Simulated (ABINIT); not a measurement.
# Quasiparticle gap of BeTe (F-43m) in ABINIT

Aim: the G0W0 gap of BeTe (F-43m) on PBE, step by step.

Main program and level: ABINIT 10.8.3; PBE and many-body steps on it, plane waves.

**The experiments to reproduce.**

- Gap 2.7 eV: absolute (indirect, Gamma to X) gap; bulk crystal (quoted from earlier experiment) (quoted in “The band structure of BeTe - a combined experimental and theoretical study”, 1997, arxiv:cond-mat/9712266).

- Gap 2.8 eV: absolute (indirect, Gamma to X) gap, second literature value; film (quoted from earlier experiment) (quoted in “The band structure of BeTe - a combined experimental and theoretical study”, 1997, arxiv:cond-mat/9712266).

## (1) Set-up

It takes space group F-43m (No. 216, cubic). The conventional cell has a = 5.663 Å, b = 5.663 Å, c = 5.663 Å, α = 90.00°, β = 90.00°, γ = 90.00°. Be has 4 Te at 2.45 Å nearest. Nearest to Te lie 4 Be at 2.45 Å. Farther neighbours and most contacts between anions are not listed.

The cell and positions are those that the Materials Project relaxed with its own functionals (PBE, PBE+U or r2SCAN), kept fixed. Spin-orbit coupling is left out unless a step names it.

## (2) Ground state

This step: ABINIT 10.8.3; DFT, PBE, plane waves, norm-conserving pseudopotentials.

The ground-state density comes first.

run.abi

```
acell 3*1.0 Angstrom
rprim 
  -0.000000000000 2.831458787600 2.831458787600
  2.831458787600 0.000000000000 2.831458787600
  2.831458787600 2.831458787600 0.000000000000
ntypat 2
znucl 4 52
natom 2
typat 1 2
xred 
  0.000000000000 0.000000000000 0.000000000000
  0.750000000000 0.750000000000 0.750000000000
pp_dirpath "pseudos"
pseudos "Be.upf, Te.upf"
ecut 49
ngkpt 6 6 6
nshiftk 1
shiftk 0 0 0
kptopt 1
chksymbreak 0
nband 19
occopt 1
tolvrs 1e-10
nstep 60
prtwf 0
optforces 0
optstress 0
indata_prefix "in"
outdata_prefix "out"
tmpdata_prefix "tmp"
```

Run with:

```
> OMP_NUM_THREADS=1 mpirun -n 8 abinit run.abi > log
```

Numbers of over 12 decimals in the logs are rounded to 6 here.

The program printed:

```text
.Version 10.8.3 of ABINIT. v10.8.2 released Aug 2026.

 Symmetries : space group F-4 3 m (#216); Bravais cF (face-center cubic)
================================================================================
 Values of the parameters that define the memory need of the present run
     intxc =       0    ionmov =       0      iscf =       7    lmnmax =       8
     lnmax =       8     mgfft =      48  mpssoang =       4    mqgrid =    3001
     natom =       2  nloc_mem =       1    nspden =       1   nspinor =       1
    nsppol =       1      nsym =      24    n1xccc =    2501    ntypat =       2
    occopt =       1   xclevel =       2
-    mband =          19        mffmem =           1         mkmem =           2
       mpw =        5040          nfft =      110592          nkpt =          16
================================================================================
  Rough estimation (10% accuracy) of disk space for files :
================================================================================

--------------------------------------------------------------------------------
------------- Echo of variables that govern the present computation ------------
--------------------------------------------------------------------------------
 -outvars: echo values of preprocessed input variables --------
            acell      1.8897261259E+00  1.8897261259E+00  1.8897261259E+00 Bohr

      chksymbreak           0
             ecut      4.90000000E+01 Hartree
-          fftalg         312

              ixc     -101130
              kpt      0.00000000E+00  0.00000000E+00  0.00000000E+00
                       1.66666667E-01  0.00000000E+00  0.00000000E+00
                       3.33333333E-01  0.00000000E+00  0.00000000E+00
                       5.00000000E-01  0.00000000E+00  0.00000000E+00
                       1.66666667E-01  1.66666667E-01  0.00000000E+00
                       3.33333333E-01  1.66666667E-01  0.00000000E+00
                       5.00000000E-01  1.66666667E-01  0.00000000E+00
                      -3.33333333E-01  1.66666667E-01  0.00000000E+00
                      -1.66666667E-01  1.66666667E-01  0.00000000E+00
   [... 5 further rows ...]
                      -3.33333333E-01  3.33333333E-01  1.66666667E-01
                      -3.33333333E-01  5.00000000E-01  1.66666667E-01
         kptrlatt        6    0    0      0    6    0      0    0    6
          kptrlen      4.54020393E+01
P           mkmem           2
            natom           2
            nband          19
            ngfft          48      48      48
             nkpt          16
            nstep          60
             nsym          24
           ntypat           2
              occ      2.000000  2.000000  2.000000  2.000000  2.000000  2.000000
                       2.000000  2.000000  2.000000  2.000000  2.000000  2.000000
                       2.000000  2.000000  0.000000  0.000000  0.000000  0.000000
                       0.000000
        optforces           0
        optstress           0
            prtwf           0
            rprim     -0.0000000000E+00  2.8314587876E+00  2.8314587876E+00
[...]
spgroup         216

           tolvrs      1.00000000E-10

             xred      0.0000000000E+00  0.0000000000E+00  0.0000000000E+00
[...]
znucl        4.00000   52.00000

================================================================================

 chkinp: Checking input parameters for consistency.

================================================================================
== DATASET  1 ==================================================================
-   mpi_nproc: 8, omp_nthreads: 1 (-1 if OMP is not activated)

--- !DatasetInfo
iteration_state: {dtset: 1, }
dimensions: {natom: 2, nkpt: 16, mband: 19, nsppol: 1, nspinor: 1, nspden: 1, mpw: 5040, }
cutoff_energies: {ecut:  49.0, pawecutdg:  -1.0, }
electrons: {nelect:   2.80000000E+01, charge:   0.00000000E+00, occopt:   1.00000000E+00, tsmear:   1.00000000E-02, }

 Real(R)+Recip(G) space primitive vectors, cartesian coordinates (Bohr,Bohr^-1):
 R(1)=  0.0000000  5.3506816  5.3506816  G(1)= -0.0934460  0.0934460  0.0934460
 R(2)=  5.3506816  0.0000000  5.3506816  G(2)=  0.0934460 -0.0934460  0.0934460
 R(3)=  5.3506816  5.3506816  0.0000000  G(3)=  0.0934460  0.0934460 -0.0934460
 Unit cell volume ucvol=  3.0637783E+02 bohr^3
 Angles (23,13,12)=  6.00000000E+01  6.00000000E+01  6.00000000E+01 degrees

 getcut: wavevector=  0.0000  0.0000  0.0000  ngfft=  48  48  48
         ecut(hartree)=     49.000   => boxcut(ratio)=   2.01305

--- Pseudopotential description ------------------------------------------------
- Be Generated using ONCVPSP code by D. R. Hamann
-  4.00000   4.00000  171031                  znucl, zion, pspdat
12 -101130 1 -1 1358                          pspcod,pspxc,lmax,lloc,mmax
     nproj     2     2     0     0
  pspatm : epsatm=    2.91734590
         --- l  ekb(1:nproj) -->
[...]
pspatm: atomic psp has been read  and splines computed

- Te Generated using ONCVPSP code by D. R. Hamann
- 52.00000  24.00000  220131                  znucl, zion, pspdat
12 -101130 3 -1 1294                          pspcod,pspxc,lmax,lloc,mmax
     nproj     2     2     2     2
  pspatm : epsatm=   28.89495404
         --- l  ekb(1:nproj) -->
[...]
pspatm: atomic psp has been read  and splines computed

   8.90744399E+02                                ecore*ucvol(ha*bohr**3)
--------------------------------------------------------------------------------

_setup2: Arith. and geom. avg. npw (full set) are    5018.486    5018.469

================================================================================

--- !BeginCycle
iteration_state: {dtset: 1, }
solver: {iscf: 7, nstep: 60, nline: 4, wfoptalg: 0, }
tolerances: {tolvrs: 1.00E-10, }

     iter   Etot(hartree)      deltaE(h)  residm     vres2
 ETOT  1  -294.37835096563    -2.944E+02 7.076E-01 3.600E+01
 ETOT  2  -294.65997181578    -2.816E-01 4.030E-03 6.254E+00
 ETOT  3  -294.66162196420    -1.650E-03 6.312E-04 9.533E-01
 ETOT  4  -294.66168438812    -6.242E-05 2.313E-03 6.390E-02
 ETOT  5  -294.66168977458    -5.386E-06 2.634E-03 4.463E-03
 ETOT  6  -294.66169034908    -5.745E-07 1.368E-03 2.695E-04
 ETOT  7  -294.66169035639    -7.314E-09 3.646E-04 7.668E-06
 ETOT  8  -294.66169035691    -5.231E-10 1.054E-04 2.204E-07
 ETOT  9  -294.66169035693    -1.370E-11 2.487E-05 7.467E-09
 ETOT 10  -294.66169035691     1.137E-11 6.688E-06 1.043E-10
 ETOT 11  -294.66169035692    -4.263E-12 1.627E-06 1.214E-12

 At SCF step   11       vres2   =  1.21E-12 < tolvrs=  1.00E-10 =>converged.

--- !ResultsGS
iteration_state: {dtset: 1, }
comment   : Summary of ground state results
lattice_vectors:
- [ -0.0000000,   5.3506816,   5.3506816, ]
- [  5.3506816,   0.0000000,   5.3506816, ]
- [  5.3506816,   5.3506816,   0.0000000, ]
lattice_lengths: [   7.56701,    7.56701,    7.56701, ]
lattice_angles: [ 60.000,  60.000,  60.000, ] # degrees, (23, 13, 12)
lattice_volume:   3.0637783E+02
convergence: {deltae: -4.263E-12, res2:  1.214E-12, residm:  1.627E-06, diffor:  0.000E+00, }
etotal    :  -2.94661690E+02
entropy   :   0.00000000E+00
fermie    :   2.05900995E-01
cartesian_stress_tensor: null
pressure_GPa: null
xred      :
- [  0.0000E+00,   0.0000E+00,   0.0000E+00, Be]
- [  7.5000E-01,   7.5000E-01,   7.5000E-01, Te]
cartesian_forces: null
force_length_stats: {min: null, max: null, mean: null, }

 Integrated electronic density in atomic spheres:
 ------------------------------------------------
 Atom  Sphere_radius  Integrated_density
    1        2.00000          2.99167264
    2        2.00000         19.95039322
================================================================================

 ----iterations are completed or convergence reached----

 Mean square residual over all n,k,spin=   76.000E-10; max=  16.274E-07
 reduced coordinates (array xred) for    2 atoms
       0.000000000000      0.000000000000      0.000000000000
       0.750000000000      0.750000000000      0.750000000000
 rms dE/dt=  0.0000E+00; max dE/dt=  0.0000E+00; dE/dt below (all hartree)
    1       0.000000000000      0.000000000000      0.000000000000
    2       0.000000000000      0.000000000000      0.000000000000

 cartesian coordinates (angstrom) at end:
    1      0.000000     0.000000     0.000000
    2      4.247188     4.247188     4.247188
 length scales=  1.889726125908  1.889726125908  1.889726125908 bohr
              =  1.000000000000  1.000000000000  1.000000000000 angstroms
 prteigrs : about to open file out_EIG
 Fermi (or HOMO) energy (hartree) =   0.20590   Average Vxc (hartree)=  -0.35139
 Eigenvalues (hartree) for nkpt=  16  k points:
 kpt#   1, nband= 19, wtk=  0.00463, kpt=  0.0000  0.0000  0.0000 (reduced coord)
  -5.63307   -3.79667   -3.79667   -3.79667   -3.48280   -1.12451   -1.12451   -1.12451
  -1.12409   -1.12409   -0.24206    0.20590    0.20590    0.20590    0.33981    0.33981
   0.33981    0.34220    0.51083
 prteigrs : prtvol=0 or 1, do not print more k-points.

--- !EnergyTerms
iteration_state     : {dtset: 1, }
comment             : Components of total free energy in Hartree
kinetic             :  1.04172022173361E+02
hartree             :  1.05321181759416E+02
xc                  : -3.86892001531687E+01
Ewald energy        : -1.34011432758694E+02
psp_core            :  2.90733962845549E+00
local_psp           : -3.10561617645808E+02
non_local_psp       : -2.37999833604813E+01
total_energy        : -2.94661690356919E+02
total_energy_eV     : -8.01815306819577E+03
band_energy         : -5.20277443792163E+01

== END DATASET(S) ==============================================================
================================================================================

 -outvars: echo values of variables after computation  --------
           etotal     -2.9466169036E+02
            nband          19
             nkpt          16
          spgroup         216
 [... the other variables as echoed above ...]

 Calculation completed.
```

Wall time 11 s (8 MPI ranks of Arm Neoverse V1, shared host); peak memory 0.71 GiB.

This step gave:

- total energy: -8018.1531 eV
- gap: 2.027 eV
- k of the valence top: 0, 0, 0
- k of the conduction bottom: 0.5, 0.5, 0
- least direct gap: 3.644 eV

The gap is indirect, with the least direct gap 1.62 eV higher.

(Continued in part 2 of 3.)

[Paths, hosts, dates, memory and timing lines, banners, echoed tables and standing remarks are left out of the program output.]

[Logs are printed without paths, hosts, clocks, repeated set-up lines and the standing remarks that a program may print on its own settings, such as how far it seeks lower states.]

[Runs of the session that timed out or met a known fault of the program may be left out.]

[Hosts, paths, dates, database ids (printed as entryN), source tags and the programs' standing remarks are cut or masked in the printed files.]

[G0W0 gaps are taken among the corrected bands and points alone; a level outside them can change the order at an edge.]

[Where Ansatz stands beside ABINIT at settings called matched, ABINIT's density can come from a denser mesh and the files from another edition; pairs whose starting gaps differed by over 0.03 eV were left out, so agreement reads better than it is.]
